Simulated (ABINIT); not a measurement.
# Ti (P6_3/mmc) in ABINIT: single point with PBEsol

Aim: the single point of Ti with PBEsol.

Everything below comes from runs of ABINIT 10.8.3 (patched build). Logs are shortened: lines on timing, memory, paths and dates and some standing lists are left out, and cuts for length are marked. The log counts tension as positive stress, the text compression.

## 1. The undisturbed crystal

Symmetry: P6_3/mmc, No. 194, hexagonal system. The conventional cell has a = 2.950 Å, b = 2.950 Å, c = 4.680 Å, α = 90.00°, β = 90.00°, γ = 120.00°. Around Ti (site symmetry -6m2) lie 12 Ti at 2.89 to 2.95 Å.

## 2. Single point, PBEsol (atoms moved at random, drawn with an rms of 0.05 Å)

Contents of run.abi:

```
# Pseudopotentials
pp_dirpath "./"
pseudos "Ti.upf"

# Structure
acell 5.5746920676 5.5746920677 8.8439182632
rprim
     1.0000000000     0.0000000000     0.0000000000
    -0.5000000000     0.8660254038     0.0000000000
     0.0000000000     0.0000000000     1.0000000000
ntypat 1
znucl 22
natom 2
typat 1 1
xred
     0.6861620000     0.3268800000     0.7484870000
     0.3379730000     0.6729080000     0.2487300000
chkprim 0
chksymtnons 0
tolsym 1.0e-6

# Plane-wave basis
ecut 42.0

# k points
kptopt 1
ngkpt 10 10 6
nshiftk 1
shiftk 0.0 0.0 0.0

# Exchange and correlation
ixc -116133

# Bands and occupations
nband 16
occopt 3
tsmear 0.05 eV

# SCF cycle
nstep 100
tolvrs 1.0e-10

# Output
iomode 3
prtwf 0
prteig 0
prtebands 0
enunit 1
prtden 1
prtvha 1
prtvclmb 1
prtpot 1
prtelf 1
```

Potentials or basis: PseudoDojo NC SR PBEsol v0.4.1 standard.

Started as:

```console
abinit run.abi > log 2>&1
```

run.abo:

```text
.Version 10.8.3 of ABINIT
 Symmetries : space group P-1 (#  2); Bravais aP (primitive triclinic)
================================================================================
 Values of the parameters that define the memory need of the present run
     intxc =       0    ionmov =       0      iscf =       7    lmnmax =       6
     lnmax =       6     mgfft =      54  mpssoang =       3    mqgrid =    3001
     natom =       2  nloc_mem =       1    nspden =       1   nspinor =       1
    nsppol =       1      nsym =       2    n1xccc =    2501    ntypat =       1
    occopt =       3   xclevel =       2
       mpw =        3114          nfft =       69984          nkpt =         304
================================================================================
================================================================================

--------------------------------------------------------------------------------
------------- Echo of variables that govern the present computation ------------
--------------------------------------------------------------------------------
 -outvars: echo values of preprocessed input variables --------
            acell      5.5746920676E+00  5.5746920677E+00  8.8439182632E+00 Bohr
              amu      4.78800000E+01
          chkprim           0
      chksymtnons           0
             ecut      4.20000000E+01 Hartree
           enunit           1
                       outvar_i_n : Printing only first  50 k-points.
              ixc     -116133
                       outvar_i_n : Printing only first  50 k-points.
         kptrlatt       10    0    0      0   10    0      0    0    6
          kptrlen      5.30635096E+01
            natom           2
            nband          16
            ngfft          36      36      54
             nkpt         304
            nstep         100
             nsym           2
           ntypat           1
                       prtocc : prtvol=0, do not print more k-points.
           occopt           3
        prtebands           0
           prteig           0
           prtelf           1
           prtpot           1
         prtvclmb           1
           prtvha           1
            prtwf           0
            rprim      1.0000000000E+00  0.0000000000E+00  0.0000000000E+00
                      -5.0000000000E-01  8.6602540380E-01  0.0000000000E+00
                       0.0000000000E+00  0.0000000000E+00  1.0000000000E+00
          spgroup           2
           tolsym      1.00000000E-06
           tolvrs      1.00000000E-10
           tsmear      1.83746611E-03 Hartree
            typat      1  1
                       outvars : Printing only first  50 k-points.
           xangst      1.5420298989E+00  8.3510483222E-01  3.5029191576E+00
                       4.4810499791E-03  1.7191284950E+00  1.1640563992E+00
            xcart      2.9140141869E+00  1.5781194193E+00  6.6195578491E+00
                       8.4679572170E-03  3.2486820308E+00  2.1997477896E+00
             xred      6.8616200000E-01  3.2688000000E-01  7.4848700000E-01
                       3.3797300000E-01  6.7290800000E-01  2.4873000000E-01
            znucl       22.00000

================================================================================

 chkinp: Checking input parameters for consistency.

================================================================================
== DATASET  1 ==================================================================

--- !DatasetInfo
iteration_state: {dtset: 1, }
dimensions: {natom: 2, nkpt: 304, mband: 16, nsppol: 1, nspinor: 1, nspden: 1, mpw: 3114, }
cutoff_energies: {ecut:  42.0, pawecutdg:  -1.0, }
electrons: {nelect:   2.40000000E+01, charge:   0.00000000E+00, occopt:   3.00000000E+00, tsmear:   1.83746611E-03, }
meta: {optdriver: 0, ionmov: 0, optcell: 0, iscf: 7, paral_kgb: 0, }
...

 Real(R)+Recip(G) space primitive vectors, cartesian coordinates (Bohr,Bohr^-1):
 R(1)=  5.5746921  0.0000000  0.0000000  G(1)=  0.1793821  0.1035663  0.0000000
 R(2)= -2.7873460  4.8278249  0.0000000  G(2)=  0.0000000  0.2071326  0.0000000
 R(3)=  0.0000000  0.0000000  8.8439183  G(3)=  0.0000000  0.0000000  0.1130721
 Unit cell volume ucvol=  2.3802201E+02 bohr^3
 Angles (23,13,12)=  9.00000000E+01  9.00000000E+01  1.20000000E+02 degrees

 getcut: wavevector=  0.0000  0.0000  0.0000  ngfft=  36  36  54
         ecut(hartree)=     42.000   => boxcut(ratio)=   2.09295

--- Pseudopotential description ------------------------------------------------
- pspini: atom type   1  psp file is ./Ti.upf
12 -116133 2 -1 1586                          pspcod,pspxc,lmax,lloc,mmax
     nproj     2     2     2

   7.08921687E+02                                ecore*ucvol(ha*bohr**3)
--------------------------------------------------------------------------------

================================================================================

--- !BeginCycle
iteration_state: {dtset: 1, }
solver: {iscf: 7, nstep: 100, nline: 4, wfoptalg: 0, }
tolerances: {tolvrs: 1.00E-10, }
...

     iter   Etot(hartree)      deltaE(h)  residm     vres2
 ETOT  1  -118.46430813299    -1.185E+02 2.098E-01 1.361E+02
 ETOT  2  -118.57306503828    -1.088E-01 5.242E-02 1.170E+02
 ETOT  3  -118.59974779471    -2.668E-02 3.399E-02 8.505E-01
 ETOT  4  -118.60034787838    -6.001E-04 1.111E-02 1.333E-01
 ETOT  5  -118.60046201147    -1.141E-04 7.928E-03 9.774E-03
 ETOT  6  -118.60048677276    -2.476E-05 1.351E-02 2.442E-04
 ETOT  7  -118.60049328295    -6.510E-06 7.255E-03 1.083E-03
 ETOT  8  -118.60049584286    -2.560E-06 4.348E-03 8.821E-07
 ETOT  9  -118.60049665961    -8.168E-07 2.234E-03 3.560E-05
 ETOT 10  -118.60049698487    -3.253E-07 2.037E-03 9.154E-08
 ETOT 11  -118.60049710730    -1.224E-07 2.080E-03 3.324E-06
 ETOT 12  -118.60049715787    -5.057E-08 1.889E-03 5.703E-09
 ETOT 13  -118.60049717812    -2.026E-08 1.690E-03 7.388E-09
 ETOT 14  -118.60049718651    -8.387E-09 1.825E-03 3.755E-09
 ETOT 15  -118.60049719001    -3.505E-09 1.157E-03 1.165E-08
 ETOT 16  -118.60049719149    -1.476E-09 1.444E-03 3.180E-09
 ETOT 17  -118.60049719212    -6.323E-10 7.580E-04 4.275E-09
 ETOT 18  -118.60049719239    -2.721E-10 9.717E-04 8.764E-09
 ETOT 19  -118.60049719251    -1.209E-10 5.750E-04 3.236E-09
 ETOT 20  -118.60049719256    -5.110E-11 7.108E-04 8.011E-09
 ETOT 21  -118.60049719259    -2.503E-11 5.830E-04 4.662E-09
 ETOT 22  -118.60049719260    -1.103E-11 7.463E-04 5.440E-09
 ETOT 23  -118.60049719261    -5.159E-12 5.450E-04 3.934E-09
 ETOT 24  -118.60049719261    -3.240E-12 6.813E-04 6.400E-09
 ETOT 25  -118.60049719261    -7.248E-13 4.438E-04 4.798E-09
 ETOT 26  -118.60049719261     9.948E-13 5.457E-04 6.963E-09
 ETOT 27  -118.60049719261     2.700E-13 3.225E-04 7.553E-09
 ETOT 28  -118.60049719261    -1.776E-12 3.939E-04 1.036E-09
 ETOT 29  -118.60049719261    -9.805E-13 2.286E-04 1.533E-10
 ETOT 30  -118.60049719261    -9.095E-13 2.646E-04 1.806E-13

 At SCF step   30       vres2   =  1.81E-13 < tolvrs=  1.00E-10 =>converged.

 Compute ELF
--------------------------------------------------------------------------------

 Compute kinetic energy density

 Compute gradient of the electron density
 Electron Localization Function (ELF) [min:0;max:1]
)     Maximum=    8.5626E-01  at reduced coord.    0.6944    0.3333    0.8519
)     Minimum=    5.0528E-04  at reduced coord.    0.3333    0.6667    0.2407
   Integrated=    8.4390E+01

--------------------------------------------------------------------------------
 End of ELF section

 Cartesian components of stress tensor (hartree/bohr^3)
  sigma(1 1)=  1.99689233E-04  sigma(3 2)= -2.52290726E-08
  sigma(2 2)=  1.75946237E-04  sigma(3 1)=  5.05749874E-08
  sigma(3 3)=  2.02347810E-04  sigma(2 1)= -2.30545345E-05

--- !ResultsGS
iteration_state: {dtset: 1, }
comment   : Summary of ground state results
lattice_vectors:
- [  5.5746921,   0.0000000,   0.0000000, ]
- [ -2.7873460,   4.8278249,   0.0000000, ]
- [  0.0000000,   0.0000000,   8.8439183, ]
lattice_lengths: [   5.57469,    5.57469,    8.84392, ]
lattice_angles: [ 90.000,  90.000, 120.000, ] # degrees, (23, 13, 12)
lattice_volume:   2.3802201E+02
convergence: {deltae: -9.095E-13, res2:  1.806E-13, residm:  2.646E-04, diffor: null, }
etotal    :  -1.18600497E+02
entropy   :   0.00000000E+00
fermie    :   3.54843013E-01
cartesian_stress_tensor: # hartree/bohr^3
- [  1.99689233E-04,  -2.30545345E-05,   5.05749874E-08, ]
- [ -2.30545345E-05,   1.75946237E-04,  -2.52290726E-08, ]
- [  5.05749874E-08,  -2.52290726E-08,   2.02347810E-04, ]
pressure_GPa:  -5.6683E+00
xred      :
- [  6.8616E-01,   3.2688E-01,   7.4849E-01, Ti]
- [  3.3797E-01,   6.7291E-01,   2.4873E-01, Ti]
cartesian_forces: # hartree/bohr
- [ -1.76511412E-03,   9.03483626E-04,   4.97433878E-05, ]
- [  1.76511412E-03,  -9.03483626E-04,  -4.97433878E-05, ]
force_length_stats: {min:   1.98352840E-03, max:   1.98352840E-03, mean:   1.98352840E-03, }
...

 Integrated electronic density in atomic spheres:
 ------------------------------------------------
 Atom  Sphere_radius  Integrated_density
    1        2.00000          9.49512507
    2        2.00000          9.49424182
================================================================================

 ----iterations are completed or convergence reached----

 Mean square residual over all n,k,spin=   75.142E-08; max=  26.462E-05
 reduced coordinates (array xred) for    2 atoms
       0.686162000000      0.326880000000      0.748487000000
       0.337973000000      0.672908000000      0.248730000000
 rms dE/dt=  7.8139E-03; max dE/dt=  9.8400E-03; dE/dt below (all hartree)
    1       0.009839967660     -0.009281844623     -0.000439926456
    2      -0.009839967660      0.009281844623      0.000439926456

 cartesian coordinates (angstrom) at end:
    1      1.54202989893249     0.83510483222427     3.50291915760433
    2      0.00448104997912     1.71912849499011     1.16405639920389

 cartesian forces (hartree/bohr) at end:
    1     -0.00176511411592     0.00090348362646     0.00004974338779
    2      0.00176511411592    -0.00090348362646    -0.00004974338779
 frms,max,avg= 1.1451907E-03 1.7651141E-03   0.000E+00  0.000E+00  0.000E+00 h/b

 cartesian forces (eV/Angstrom) at end:
    1     -0.09076581723394     0.04645899603530     0.00255790784504
    2      0.09076581723394    -0.04645899603530    -0.00255790784504
 frms,max,avg= 5.8888071E-02 9.0765817E-02   0.000E+00  0.000E+00  0.000E+00 e/A
 length scales=  5.574692067600  5.574692067700  8.843918263200 bohr
              =  2.949999997974  2.949999998027  4.679999996799 angstroms
 Fermi (or HOMO) energy (eV) =   9.65577   Average Vxc (eV)= -11.65796
 Eigenvalues (   eV  ) for nkpt= 304  k points:
 kpt#   1, nband= 16, wtk=  0.00167, kpt=  0.0000  0.0000  0.0000 (reduced coord)
 -46.95756  -46.82546  -23.65380  -23.03860  -23.01902  -22.96589  -22.93857  -22.92531
   3.50323    7.01077   10.37945   10.40999   10.47818   10.51046   10.92190   11.16802
 prteigrs : prtvol=0 or 1, do not print more k-points.

--- !EnergyTerms
iteration_state     : {dtset: 1, }
comment             : Components of total free energy in Hartree
kinetic             :  4.68436724859620E+01
hartree             :  2.43476384837679E+01
xc                  : -1.72521050896339E+01
Ewald energy        : -8.45376891234073E+01
psp_core            :  2.97838711728159E+00
local_psp           : -9.19089626517011E+01
non_local_psp       :  9.29307241791707E-01
internal            : -1.18599751535939E+02
'-kT*entropy'       : -7.45656673350666E-04
total_energy        : -1.18600497192612E+02
total_energy_eV     : -3.22728393807356E+03
band_energy         : -1.47803209490229E+01
...

 Cartesian components of stress tensor (hartree/bohr^3)
  sigma(1 1)=  1.99689233E-04  sigma(3 2)= -2.52290726E-08
  sigma(2 2)=  1.75946237E-04  sigma(3 1)=  5.05749874E-08
  sigma(3 3)=  2.02347810E-04  sigma(2 1)= -2.30545345E-05

-Cartesian components of stress tensor (GPa)         [Pressure= -5.6683E+00 GPa]
- sigma(1 1)=  5.87506006E+00  sigma(3 2)= -7.42264944E-04
- sigma(2 2)=  5.17651701E+00  sigma(3 1)=  1.48796750E-03
- sigma(3 3)=  5.95327812E+00  sigma(2 1)= -6.78287821E-01

== END DATASET(S) ==============================================================
================================================================================

 -outvars: echo values of variables after computation  --------
            acell      5.5746920676E+00  5.5746920677E+00  8.8439182632E+00 Bohr
           etotal     -1.1860049719E+02
            fcart     -1.7651141159E-03  9.0348362646E-04  4.9743387787E-05
                       1.7651141159E-03 -9.0348362646E-04 -4.9743387787E-05
            rprim      1.0000000000E+00  0.0000000000E+00  0.0000000000E+00
                      -5.0000000000E-01  8.6602540380E-01  0.0000000000E+00
                       0.0000000000E+00  0.0000000000E+00  1.0000000000E+00
           strten      1.9968923277E-04  1.7594623685E-04  2.0234781042E-04
                      -2.5229072637E-08  5.0574987380E-08 -2.3054534451E-05
           xangst      1.5420298989E+00  8.3510483222E-01  3.5029191576E+00
                       4.4810499791E-03  1.7191284950E+00  1.1640563992E+00
             xred      6.8616200000E-01  3.2688000000E-01  7.4848700000E-01
                       3.3797300000E-01  6.7290800000E-01  2.4873000000E-01
 Calculation completed.
```

Wall time 9.2 min (1 thread of AMD EPYC 9R45 (Zen 5), shared host); peak memory 0.3 GiB.

What came out:

- Free energy: -3227.2839 eV
- Pressure: -5.7 GPa
- Largest force: 0.102 eV/Å
- Band gap on the k mesh: none (metal or under the smearing width)
- Valence electrons inside the program's atomic spheres: Ti 9.50, 9.49 (radii [1.0584] Å)

Forces on the atoms (eV/Å):
```
Ti  -0.091  0.046  0.003
Ti   0.091 -0.046 -0.003
```
